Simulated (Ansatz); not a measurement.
**NiSi2 (Si2Ni-type): other levels of theory at one geometry**

The task here is to estimate one member of a computed series from the others.

The COD entry's cell or inner coordinates are ideal or old and differ from later refinements, so a difference from it is no clean test against experiment.

Method: DFT at several levels, plane waves, PAW, in Ansatz 0.2.0.

1 further run of the same task is left out (set aside as unsound or not needed). Runs told in other sessions of the task aren't counted.

## The starting structure

The structure is cubic, space group Fm-3m (No. 225). The conventional cell has a = 5.443 Å, b = 5.443 Å, c = 5.443 Å, α = 90.00°, β = 90.00°, γ = 90.00°. Si (site symmetry -43m) has 4 Ni at 2.36 Å in its first shell of neighbours. Around Ni (site symmetry m-3m) lie 8 Si at 2.36 Å.

Coordinates:

```xyz
3
Lattice="0.0000 2.7217 2.7217 2.7217 0.0000 2.7217 2.7217 2.7217 0.0000" Properties=species:S:1:pos:R:3 pbc="T T T"
Si    1.3608    1.3608    1.3608
Si    4.0825    4.0825    4.0825
Ni    0.0000    0.0000    0.0000
```

This cell comes from an earlier session at PBE: 13.440 Å³/atom at 0.01 GPa, on a 12×12×12 mesh, a metal on this mesh, no moment left.

Levels to run: PBE+SOC, moments along [001]; r²SCAN; PBEsol; LDA. Hardware: 4 threads of Arm Neoverse V2, shared host.

Set-up of the first run:

input.yaml

```yaml
crystal:
  lattice:
    - [0.0, 2.7216542978, 2.7216542978]
    - [2.7216542978, 0.0, 2.7216542978]
    - [2.7216542978, 2.7216542978, 0.0]
  atoms:
    - { symbol: Si, position: [0.25, 0.25, 0.25] }
    - { symbol: Si, position: [0.75, 0.75, 0.75] }
    - { symbol: Ni, position: [0.0, 0.0, 0.0], spin: 0.8, spin_axis: [0.0, 0.0, 1.0] }
basis:
  ecutwfc: 420
  ecutrho_ratio: 4
kpoints:
  mp_grid: { grid: [12, 12, 12] }
hamiltonian:
  xc: pbe
scf:
  occupations: { method: gaussian, width: 0.05 }
output:
  forces: true
  stress: true
  eigenvalues: true
  populations: true
  dos: { projected: true, de: 0.02 }
  write_density: true
  write_potential: true
  elf: true
  volumetric_format: npy
magnetization:
  noncollinear: true
  spin_orbit: true
```

The run is started by

```sh
ansatz run input.yaml --threads 4 --pin off --max-ram 7168MiB --backend cpu --events-out ev --progress --plain --runs-dir out
```

Among the steps run: PBE+SOC, moments along [001]; r²SCAN; PBEsol; LDA.

One of the session's tables, all rows but one given; the rest of the session is left out.

```
                       level  pressure (GPa)
                         PBE             0.0
                         LDA            -7.8
                      PBEsol               ?
PBE+SOC, moments along [001]             0.0
                      r²SCAN            -5.1
```

**Question.** Estimate the row for PBEsol.

As computed: pressure (GPa): -4.6. In the column «pressure (GPa)» it lies between r²SCAN (-5.1) and PBE (0.0).

Total energies of different levels have different zeros and can't be compared.

Limits of these values: Warnings in the runs' records: seeded moment not kept, stress scf threshold loose, stability check not made.
